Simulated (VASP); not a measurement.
Set up this calculation in VASP 6.6.1, as an ASE script.

- Task: relaxation of the atoms
- Functional: optB88-vdW
- Potentials or basis: VASP PAW PBE potentials, release 54 (Cr_pv, O)
- Cutoff: 520 eV
- k mesh: 6 × 6 × 9
- Occupations: fermi-dirac, width 0.1 eV
- Spin: collinear spin, antiferromagnetic start
- Starting moments: [3.0, -3.0, 0.0, 0.0, 0.0, 0.0] μB
- Optimiser: vasp
- Further INCAR settings: ALGO = Fast; EDIFF = 1.00e-06; IBRION = 2; EDIFFG = -1.00e-02; NSW = 60

Crystal: CrO2.

```
Cr O
1.0
     4.66018    0.00000    0.00000
     0.00000    4.74523    0.00000
     0.00000    0.00000    3.12836
Cr O
2 4
Direct
  0.00000 0.00000 0.00000
  0.50000 0.50000 0.50000
  0.29297 0.31018 0.00000
  0.70703 0.68982 0.00000
  0.20703 0.81018 0.50000
  0.79297 0.18982 0.50000
```

The cell is a database's computed one.

The cell isn't the ideal one: volume scaled by 1.15.

One way to write it, as run:

run.py

```python
from ase import Atoms
from ase.calculators.vasp import Vasp

atoms = Atoms(
    ['Cr', 'Cr', 'O', 'O', 'O', 'O'],
    cell=[[4.6601765716, 0.0, 0.0], [0.0, 4.7452322004, 0.0], [0.0, 0.0, 3.1283632889]],
    scaled_positions=[[0.0, 0.0, 0.0], [0.5, 0.5, 0.5], [0.292969, 0.310183, 0.0], [0.707031, 0.689817, 0.0], [0.207031, 0.810183, 0.5], [0.792969, 0.189817, 0.5]],
    pbc=True,
)
atoms.set_initial_magnetic_moments([3.0, -3.0, 0.0, 0.0, 0.0, 0.0])
calc = Vasp(
    directory='calc',
    xc='optb88-vdw',
    pp='PBE',
    setups='recommended',
    pp_version='54',
    prec='Accurate',
    encut=520,
    ediff=1e-06,
    ismear=-1,
    sigma=0.1,
    lreal=False,
    lasph=True,
    nelm=120,
    algo='Fast',
    isif=2,
    lwave=False,
    lcharg=False,
    ispin=2,
    lorbit=11,
    lmaxmix=4,
    ibrion=2,
    nsw=60,
    ediffg=-0.01,
    kpts=[6, 6, 9],
    gamma=True,
)
atoms.calc = calc

print('energy (eV):', atoms.get_potential_energy())
print('free energy (eV):', atoms.get_potential_energy(force_consistent=True))
print('forces (eV/A):')
print(atoms.get_forces())
print('stress (eV/A^3, Voigt):', atoms.get_stress())
print('Fermi level (eV):', calc.get_fermi_level())
print('moment (muB):', atoms.get_magnetic_moment())
print('site moments (muB):', atoms.get_magnetic_moments())
print('cell (A, degrees):', atoms.cell.cellpar())
print('volume (A^3):', atoms.get_volume())
print('scaled positions:')
print(atoms.get_scaled_positions())
```

Potentials or basis: VASP PAW PBE potentials, release 54 (Cr_pv, O).

Launch:

```bash
$ python run.py
```

Results of the run:

```yaml
Energy_gained_by_relaxing: 20.4 meV/atom
Ionic_steps: 9
Pressure_after_relaxing: -28.8 GPa
Largest_force_after_relaxing: 0.006 eV/Å
Band_gap_on_the_k_mesh: none (metal or under the smearing width)
Net_moment: 0.00 μB per cell
Site_moments: Cr +2.08, -2.08; O +0.08, -0.08 μB
Valence_electrons_inside_the_program's_atomic_spheres: Cr 10.44; O 4.93
```

Caveat: the PAW data sets were made with another functional, which shifts forces and pressure a little; semilocal functionals often make such compounds metallic where correlation or magnetic order opens a gap, which also shifts bond lengths.

It took 19 min on 1 thread of Intel(R) Xeon(R) 6975P-C (Granite Rapids), on a shared host, peak memory 0.57 GiB.
